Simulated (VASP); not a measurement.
## SiC (Moissanite 3C): band structure with HSE03

**Experimental background.**

“Insight into the structural, elastic and electronic properties of a new orthorhombic 6O-SiC polytype”, 2020, pmc:7200658 quotes, for a bulk crystal of SiC: band gap 2.4 eV (indirect).

SiC (Moissanite 3C):

```
Si C
1.0
     0.00000    2.17900    2.17900
     2.17900    0.00000    2.17900
     2.17900    2.17900    0.00000
Si C
1 1
Direct
  0.00000 0.00000 0.00000
  0.75000 0.75000 0.75000
```

| Quantity | Value |
| --- | --- |
| Program | VASP 6.6.1 |
| Task | band structure |
| Functional | HSE03 |
| Potentials or basis | VASP PAW PBE potentials, release 64 (Si, C) |
| Cutoff | 520 eV |
| k mesh | 8 × 8 × 8 |
| Occupations | gaussian, width 0.02 eV |
| Spin | no spin polarisation |
| Ladder | free |
| Grid for exact exchange (PRECFOCK) | Fast |
| Further INCAR settings | ALGO = Normal; EDIFF = 1e-07 |

```json
{
  "Pressure": "-1.4 GPa",
  "Band gap on the k mesh": "2.03 eV, indirect (least direct gap 5.51 eV)",
  "Band gap along the path": "2.03 eV, indirect (least direct gap 5.51 eV)"
}
```

Levels at the corners of the path, in eV from the valence-band top:
```csv
point,band 1,band 2,band 3,band 4,band 5,band 6,band 7,band 8
Γ,-16.90,0.00,0.00,0.00,7.30,8.35,8.35,8.35
X,-11.50,-8.47,-3.47,-3.47,2.03,5.15,15.65,15.69
X,-11.50,-8.47,-3.47,-3.47,2.03,5.15,15.65,15.67
W,-11.27,-7.62,-5.39,-5.01,6.10,10.65,10.77,10.80
W,-11.27,-7.62,-5.39,-5.01,6.10,10.65,10.77,10.80
K,-11.51,-7.89,-5.97,-2.82,3.88,8.83,13.25,13.94
K,-11.51,-7.89,-5.97,-2.82,3.88,8.83,13.25,13.93
Γ,-16.90,0.00,0.00,0.00,7.30,8.35,8.35,8.35
Γ,-16.90,0.00,0.00,0.00,7.30,8.35,8.35,8.35
L,-13.06,-9.27,-1.15,-1.15,6.40,8.24,8.24,11.30
L,-13.06,-9.27,-1.15,-1.15,6.40,8.24,8.24,11.30
U,-11.51,-7.89,-5.97,-2.82,3.88,8.83,13.25,13.94
U,-11.51,-7.89,-5.97,-2.82,3.88,8.83,13.25,13.93
W,-11.27,-7.62,-5.39,-5.01,6.10,10.65,10.77,10.80
W,-11.27,-7.62,-5.39,-5.01,6.10,10.65,10.77,10.80
L,-13.06,-9.27,-1.15,-1.15,6.40,8.24,8.24,11.30
L,-13.06,-9.27,-1.15,-1.15,6.40,8.24,8.24,11.30
K,-11.51,-7.89,-5.97,-2.82,3.88,8.83,13.25,13.94
U,-11.51,-7.89,-5.97,-2.82,3.88,8.83,13.25,13.93
X,-11.50,-8.47,-3.47,-3.47,2.03,5.15,15.65,15.73
```

It took 5.6 min on 4 MPI ranks on Intel(R) Xeon(R) Platinum 8488C (Sapphire Rapids), with other jobs on the host, peak memory 0.28 GiB a rank.

Measured gap of SiC: 2.4 eV (indirect; quoted in “Insight into the structural, elastic and electronic properties of a new orthorhombic 6O-SiC polytype”, 2020, pmc:7200658). This calculation gives 2.03 eV (-0.37 eV). The value is that of HSE03, without temperature or zero-point motion.

Caveat: the PAW data sets were made with another functional, which shifts forces and pressure a little.
